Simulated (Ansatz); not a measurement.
Ta:

```
Ta
1.0
     2.90037    0.00000    0.00000
    -1.45019    2.51180    0.00000
     0.00000    0.00000    5.16627
Ta
2
Direct
  0.33333 0.66667 0.25000
  0.66667 0.33333 0.75000
```

This isn't the form of Ta at room conditions, which is bcc.

| Property | Result |
| --- | --- |
| Program | Ansatz 0.2.0 |
| Task | relaxation of cell and atoms |
| Functional | BLYP |
| Potentials or basis | all-electron LAPW, scalar-relativistic |
| Basis error allowed | 0.001 eV/atom |
| k mesh | 11 × 11 × 5 |
| Occupations | fermi-dirac, width 0.05 eV |
| Spin | no spin polarisation |

At the start: volume 18.82 Å³/atom.

Q: Where does the relaxation end?

A: Over 5 steps the energy falls by 9.2 meV/atom and the volume is 19.35 Å³/atom (+2.8 %); space group P6_3/mmc (No. 194, to 0.05 Å).

Step by step:
```tsv
step	energy change (eV)	largest force (eV/Å)	volume (Å³)
1	0.0000	0.0000	37.64
2	-0.0182	0.0000	38.82
3	-0.0184	0.0000	38.71
4	-0.0184	0.0000	38.70
5	-0.0184	0.0000	38.70
```

Final structure:
```cif
data_structure
_symmetry_space_group_name_H-M 'P 1'
_symmetry_Int_Tables_number 1
_cell_length_a 2.9140
_cell_length_b 2.9140
_cell_length_c 5.2629
_cell_angle_alpha 90.000
_cell_angle_beta 90.000
_cell_angle_gamma 120.000
_cell_volume 38.70
loop_
_atom_site_label
_atom_site_type_symbol
_atom_site_fract_x
_atom_site_fract_y
_atom_site_fract_z
_atom_site_occupancy
Ta1 Ta 0.33333 0.66667 0.25000 1
Ta2 Ta 0.66667 0.33333 0.75000 1
```
